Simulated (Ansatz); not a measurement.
Runs of Ansatz 0.2.0 on Se. It takes space group Cmcm (No. 63, orthorhombic). The conventional cell has a = 2.789 Å, b = 8.078 Å, c = 4.613 Å, α = 90.00°, β = 90.00°, γ = 90.00°. Se (site symmetry m2m) has 4 Se at 2.53 to 2.79 Å as nearest neighbours. This isn't the form of Se at room conditions, which is trigonal, of chains.

| level | gap on the mesh (eV) | pressure (GPa) | relaxed volume (Å³/atom) |
| --- | --- | --- | --- |
| PBE | none | 0.0 | 29.41 |
| PBE+D3(BJ)-ATM | none | 0.0 | 24.61 |
| PBE+D4 | none | 0.0 | (a) |
| PBE+D3(BJ) | none | 0.0 | 24.39 |

Alike in all rows: task relaxation of cell and atoms; potentials or basis Ansatz PAW; no spin polarisation; cell relaxed; k mesh 10 × 10 × 6; cutoff (eV) 420; smearing fermi-dirac 0.05 eV.

**Question.** Estimate the missing entries.

**Answer.** (a) 24.28.

Caveats: the plane-wave basis is chosen anew once the cell has moved, so the energies of steps on either side of that aren't comparable; pairwise dispersion overbinds metals, which lowers pressure and volume (some runs).

A k mesh can miss the band edges, and the runs leave out spin-orbit coupling on Se.

A gap of «none» marks a metal or a gap under the smearing width.
